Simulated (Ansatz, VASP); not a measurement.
## One calculation of SnTe, two programs

```
Sn Te
1.0
     0.00000    3.15650    3.15650
     3.15650    0.00000    3.15650
     3.15650    3.15650    0.00000
Sn Te
1 1
Direct
  0.00000 0.00000 0.00000
  0.50000 0.50000 0.50000
```

Alike in both runs: task single point; functional LDA; k mesh 10 × 10 × 10; occupations gaussian, width 0.03 eV; no spin polarisation.

```csv
,VASP,Ansatz
version,VASP 6.6.1,Ansatz 0.2.0
potentials or method,"VASP PAW LDA potentials, release 64 (Sn_d, Te)","scalar-relativistic, plane waves, PAW"
plane-wave cutoff (eV),520,420
valence electrons in the cell,20,30
```

Ansatz gave:

* gap on the k mesh at the Fermi level (eV): 0.09
* least direct gap on the mesh (eV): 0.09
* pressure (GPa): -1.7

Problem. Which values does VASP return?

Solution. gap on the k mesh at the Fermi level (eV): 0.10; least direct gap on the mesh (eV): 0.10; pressure (GPa): -1.7.

The two sets of potentials don't hold the same shells in valence.

Caveats: spin-orbit coupling is left out, which moves the levels of the heavy elements.
